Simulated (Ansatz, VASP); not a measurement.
W in VASP and in Ansatz

INCAR

```
PREC = Accurate
ENCUT = 520
EDIFF = 1E-6
ISMEAR = 0
SIGMA = 0.1
LREAL = False
LASPH = True
NELM = 60
ALGO = Normal
ISIF = 2
LWAVE = False
LCHARG = True
GGA = PS
LELF = True
LVHAR = True
NBANDS = 13
```

The input KPOINTS:

```
regular mesh
0
Gamma
  18 18 18
```

Contents of POSCAR:

```
W
1.0
   -1.5612416181      1.5612416181      1.5612416181
    1.5612416181     -1.5612416181      1.5612416181
    1.5612416181      1.5612416181     -1.5612416181
W
1
Direct
    0.0000000000      0.0000000000      0.0000000000
```

Input for Ansatz:

```yaml
crystal:
  lattice:
    - [-1.5612416181, 1.5612416181, 1.5612416181]
    - [1.5612416181, -1.5612416181, 1.5612416181]
    - [1.5612416181, 1.5612416181, -1.5612416181]
  atoms:
    - { symbol: W, position: [0.0, 0.0, 0.0] }
basis:
  ecutwfc: 420
kpoints:
  mp_grid: { grid: [18, 18, 18] }
hamiltonian:
  xc: pbesol
scf:
  occupations: { method: gaussian, width: 0.1 }
output:
  forces: true
  stress: true
  eigenvalues: true
```

Alike in both runs: task single point; functional PBEsol; k mesh 18 × 18 × 18; occupations gaussian, width 0.1 eV; no spin polarisation.

```csv
,VASP,Ansatz
version,VASP 6.6.1,Ansatz 0.2.0
potentials or method,"VASP PAW PBE potentials, release 64 (W_sv)","scalar-relativistic, plane waves, PAW"
plane-wave cutoff (eV),520,420
valence electrons in the cell,14,14
```

|  | VASP | Ansatz | Ansatz less VASP |
| --- | --- | --- | --- |
| gap on the k mesh at the Fermi level (eV) | none | none | - |
| pressure (GPa) | 11.4 | 10.6 | -0.81 |

A gap of «none» marks a metal or a gap that the smearing closes.

Caveats: the PAW data sets were made with another functional, which shifts forces and pressure a little (VASP). The runs have no spin-orbit coupling, so splittings on W are missing.
